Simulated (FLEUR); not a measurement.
Input of a FLEUR MaX-R8.1 (later development tree) run:

Contents of inp.xml:

```xml
<?xml version="1.0" encoding="UTF-8" standalone="no"?>
<fleurInput fleurInputVersion="0.39">
   <comment>
      TePt                                                                                                
   </comment>
   <calculationSetup>
      <cutoffs Kmax="4.1" Gmax="12.7" GmaxXC="12.7" numbands="0"/>
      <scfLoop itmax="60" minDistance="0.00001" maxIterBroyd="15" imix="Anderson" alpha="0.05" precondParam="0.0" spinf="2.0" sdNocoIR="T"/>
      <coreElectrons ctail="T" frcor="F" kcrel="0" coretail_lmax="0"/>
      <xcFunctional name="PBEs" relativisticCorrections="F"/>
      <magnetism jspins="1"/>
      <soc l_soc="F" theta="0.0" phi="0.0" spav="F"/>
      <expertModes spex="0" secvar="F"/>
      <geometryOptimization l_f="T" forcealpha="1.0" forcemix="BFGS" epsdisp="0.0005" epsforce="0.0002"/>
      <ldaU l_linMix="F" mixParam="0.05" spinf="1.0"/>
   </calculationSetup>
   <cell>
      <bzIntegration valenceElectrons="80.0" mode="hist" fermiSmearingEnergy="0.00183747">
         <kPointListSelection listName="default-1"/>
         <!-- k-points included here -->
         <xi:include xmlns:xi="http://www.w3.org/2001/XInclude" href="kpts.xml"> </xi:include>
      </bzIntegration>
      <!-- symmetry operations included here -->
      <xi:include xmlns:xi="http://www.w3.org/2001/XInclude" href="sym.xml"> </xi:include>
      <bulkLattice scale="1.0">
         <bravaisMatrix>
            <row-1>    8.0556753966551060     0.0000000000000000     0.0000000000000000</row-1>
            <row-2>   -4.0278376983275530     6.9764195380786500     0.0000000000000000</row-2>
            <row-3>    0.0000000000000000     0.0000000000000000    10.6991965702026661</row-3>
         </bravaisMatrix>
      </bulkLattice>
   </cell>
   <atomSpecies>
      <species name="Platinum (Pt)" element="Pt" atomicNumber="78">
         <mtSphere radius="2.4" gridPoints="819" logIncrement="0.016"/>
         <atomicCutoffs lmax="10" lnonsphr="10"/>
         <electronConfig flipSpins="F">
            <coreConfig>(1s1/2) (2s1/2) (2p1/2) (2p3/2) (3s1/2) (3p1/2) (3p3/2) (4s1/2) (3d3/2) (3d5/2) (4p1/2) (4p3/2) (4d3/2) (4d5/2) (4f5/2) (4f7/2)</coreConfig>
            <valenceConfig>(5s1/2) (5p1/2) (5p3/2) (6s1/2) (5d3/2) (5d5/2)</valenceConfig>
            <stateOccupation state="(6s1/2)" spinUp="0.500000" spinDown="0.500000"/>
            <stateOccupation state="(5d3/2)" spinUp="1.800000" spinDown="1.800000"/>
            <stateOccupation state="(5d5/2)" spinUp="2.700000" spinDown="2.700000"/>
         </electronConfig>
         <energyParameters s="6" p="6" d="5" f="5"/>
         <lo type="SCLO" l="0" n="5" eDeriv="0"/>
         <lo type="SCLO" l="1" n="5" eDeriv="0"/>
         <lo type="SCLO" l="1" n="5" eDeriv="1"/>
         <lo type="SCLO" l="2" n="5" eDeriv="2"/>
         <lo type="SCLO" l="3" n="5" eDeriv="2"/>
      </species>
      <species name="Tellurium (Te)" element="Te" atomicNumber="52">
         <mtSphere radius="2.42" gridPoints="823" logIncrement="0.016"/>
         <atomicCutoffs lmax="10" lnonsphr="10"/>
         <electronConfig flipSpins="F">
            <coreConfig>(1s1/2) (2s1/2) (2p1/2) (2p3/2) (3s1/2) (3p1/2) (3p3/2) (4s1/2) (3d3/2) (3d5/2)</coreConfig>
            <valenceConfig>(4p1/2) (4p3/2) (5s1/2) (4d3/2) (4d5/2) (5p1/2) (5p3/2)</valenceConfig>
            <stateOccupation state="(5p1/2)" spinUp="0.666667" spinDown="0.666667"/>
            <stateOccupation state="(5p3/2)" spinUp="1.333333" spinDown="1.333333"/>
         </electronConfig>
         <energyParameters s="5" p="5" d="5" f="4"/>
         <lo type="SCLO" l="1" n="4" eDeriv="0"/>
         <lo type="SCLO" l="1" n="4" eDeriv="1"/>
         <lo type="SCLO" l="2" n="4" eDeriv="0"/>
         <lo type="SCLO" l="2" n="4" eDeriv="1"/>
         <lo type="SCLO" l="0" n="5" eDeriv="2"/>
         <lo type="SCLO" l="3" n="4" eDeriv="2"/>
      </species>
   </atomSpecies>
   <atomGroups>
      <atomGroup species="Platinum (Pt)">
         <relPos label="                   1">.0000000000 .0000000000 .0000000000</relPos>
         <relPos label="                   2">.0000000000 .0000000000 1.000/2.000</relPos>
         <force calculate="T" relaxXYZ="TTT"/>
      </atomGroup>
      <atomGroup species="Tellurium (Te)">
         <relPos label="                   3">1.000/3.000 -1.000/3.000 1.000/4.000</relPos>
         <relPos label="                   4">-1.000/3.000 1.000/3.000 -1.000/4.000</relPos>
         <force calculate="T" relaxXYZ="TTT"/>
      </atomGroup>
   </atomGroups>
   <output dos="F" band="F" slice="F">
      <checks vchk="F" cdinf="F"/>
      <bandDOS minEnergy="-.5*Htr" maxEnergy="0.5*Htr" sigma="0.015" storeEVData="T"/>
      <vacuumDOS vacdos="F" integ="F" star="F" nstars="0" locx1="0.0" locy1="0.0" locx2="0.0" locy2="0.0" nstm="0" tworkf="0.0"/>
      <unfoldingBand unfoldBand="F" supercellX="1" supercellY="1" supercellZ="1"/>
      <plotting iplot="0" polar="F">
         <plot TwoD="T" vec1="  1.0  0.0  0.0" vec2="  0.0  1.0  0.0" vec3="  0.0  0.0  1.0" zero="  0.0  0.0  0.0" file="plot"/>
      </plotting>
      <chargeDensitySlicing numkpt="0" minEigenval="0.0" maxEigenval="0.0" nnne="0" pallst="F"/>
      <specialOutput eonly="F"/>
      <moessbauerParams electricFieldGradient="T" isomerShift="T" coreHyperfine="T" valenceHyperfine="T"/>
      <magneticCircularDichroism mcd="F" energyLo="-10.0" energyUp="0.0"/>
   </output>
  <!-- We include the file relax.xml here to enable relaxations (see documentation) -->
  <xi:include xmlns:xi="http://www.w3.org/2001/XInclude" href="relax.xml"> <xi:fallback/> </xi:include>
</fleurInput>
```

Contents of crystal.txt:

```
TePt
&input cartesian=F /
4.2628798384  0.0000000000  0.0000000000
-2.1314399192  3.6917622333  0.0000000000
0.0000000000  0.0000000000  5.6617710000
1.8897261246
1.0 1.0 1.0

4
78 0.0000000000  0.0000000000  0.0000000000
78 0.0000000000  0.0000000000  0.5000000000
52 0.3333333333  0.6666666667  0.2500000000
52 0.6666666667  0.3333333333  0.7500000000

&kpt div1=7 div2=7 div3=5 gamma=T /
```

Potentials or basis: all-electron, FLAPW.

Command:

```sh
$ inpgen -f crystal.txt -profile fastHighL
$ # inp.xml edited to the form shown
$ fleur_MPI
```

Estimate the band gap on the k mesh.

none (metal or under the smearing width).

Core levels (eV from the Fermi level):
```csv
atom,levels
1 Pt,"1s1/2 -78284.6, 2s1/2 -13739.7, 2p1/2 -13168.0, 2p3/2 -11439.6, 3s1/2 -3224.5, 3p1/2 -2968.2, 3p3/2 -2588.3, 4s1/2 -690.2, 3d3/2 -2161.7, 3d5/2 -2079.8, 4p1/2 -581.5, 4p3/2 -490.9, 4d3/2 -313.0, 4d5/2 -296.2, 4f5/2 -68.8, 4f7/2 -65.4"
2 Pt,"1s1/2 -78284.6, 2s1/2 -13739.7, 2p1/2 -13168.0, 2p3/2 -11439.6, 3s1/2 -3224.5, 3p1/2 -2968.2, 3p3/2 -2588.3, 4s1/2 -690.2, 3d3/2 -2161.7, 3d5/2 -2079.8, 4p1/2 -581.5, 4p3/2 -490.9, 4d3/2 -313.0, 4d5/2 -296.2, 4f5/2 -68.8, 4f7/2 -65.4"
3 Te,"1s1/2 -31587.9, 2s1/2 -4839.7, 2p1/2 -4534.8, 2p3/2 -4260.5, 3s1/2 -959.9, 3p1/2 -834.5, 3p3/2 -783.4, 4s1/2 -160.2, 3d3/2 -562.1, 3d5/2 -551.4"
4 Te,"1s1/2 -31587.9, 2s1/2 -4839.7, 2p1/2 -4534.8, 2p3/2 -4260.5, 3s1/2 -959.9, 3p1/2 -834.5, 3p3/2 -783.4, 4s1/2 -160.2, 3d3/2 -562.1, 3d5/2 -551.4"
```

The run has no spin-orbit coupling, so splittings on Pt, Te are missing.
